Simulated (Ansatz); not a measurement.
**GaN: single point with PBE**

**The experiment to reproduce.**

From a printed reference work, textbook, for a bulk crystal of GaN at 0 K: band gap 3.299 eV (direct).

The system is GaN.

```
Ga N
1.0
     0.00000    2.25350    2.25350
     2.25350    0.00000    2.25350
     2.25350    2.25350    0.00000
Ga N
1 1
Cartesian
  0.0000 0.0000 0.0000
  1.1268 1.1268 1.1268
```

The cell is a database's computed one.

* Program: Ansatz 0.2.0
* Task: single point
* Functional: PBE
* Potentials or basis: Ansatz PAW
* Cutoff: 420 eV (not typed: the program's choice for these potentials)
* k mesh: 10 × 10 × 10
* Occupations: gaussian, width 0.029 eV
* Spin: no spin polarisation

| Item | Value |
| --- | --- |
| Pressure | 5.0 GPa |
| Band gap on the k mesh | 1.72 eV, direct |

Levels at points of the mesh, in eV from the valence-band top:
```
             k point  band 6  band 7  band 8  band 9  band 10  band 11  band 12  band 13
  (0.00, 0.00, 0.00)  -13.17    0.00    0.00    0.00     1.72    10.31    10.31    10.31
 (0.00, 0.00, -0.50)  -11.91   -7.03   -0.97   -0.97     4.64     8.72    10.36    10.36
(0.00, -0.50, -0.50)  -11.48   -6.12   -2.70   -2.70     3.35     6.67    11.70    13.95
```

Wall time 1.7 s on 2 threads of Intel(R) Xeon(R) Processor @ 2.50GHz (Skylake/Cascade Lake), on a shared host, peak memory 0.31 GiB.

A measured gap of GaN is 3.299 eV (direct; 0 K; a printed reference work, textbook); the calculated 1.72 eV misses it by -1.58 eV. Spin-orbit coupling on Ga is left out. The value is that of PBE, without temperature or zero-point motion. Semilocal functionals fall short of measured gaps as a rule. The cell is a database's relaxed one, not the measured one, which moves gaps too.

Caveat: the pressure holds a Pulay correction of +0.5 GPa for the finite cutoff.
